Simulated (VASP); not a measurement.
Crystal: Se.

```
CELL_PARAMETERS angstrom
2.81056 0.00000 0.00000
0.00000 2.81056 0.00000
0.00000 0.00000 2.81056
ATOMIC_POSITIONS crystal
Se 0.00000 0.00000 0.00000
```

This isn't the form of Se at room conditions, which is trigonal, of chains.

```yaml
Program: VASP 6.6.1
Task: single point
Functional: PBE
Potentials_or_basis: VASP PAW PBE potentials, release 64 (Se)
Cutoff: 520 eV
k_mesh: 9 × 9 × 9
Occupations: fermi-dirac, width 0.05 eV
Spin: no spin polarisation
```

On this cell: pressure 2.0 GPa; band gap on the k mesh none (metal or under the smearing width).

The same run follows on a disturbed copy (cell strained at random at fixed volume):

```xyz
1
Lattice="2.7740 -0.0009 -0.0026 -0.0009 2.8833 -0.0042 -0.0026 -0.0042 2.7759" Properties=species:S:1:pos:R:3 pbc="T T T"
Se    0.0364    0.0225    0.0035
```

Task: What does the disturbed cell give?

Result: The energy (extrapolated to zero smearing) moves by -1.1 meV/atom; pressure 2.2 GPa; band gap on the k mesh none (metal or under the smearing width).

Stress tensor (GPa, compression positive):
```
 1.91  0.00  0.01
 0.00  2.86 -0.01
 0.01 -0.01  1.86
```

The energy falls, though the first cell shows no forces: that form is unstable against this distortion, unless noise or another electronic state is at work.
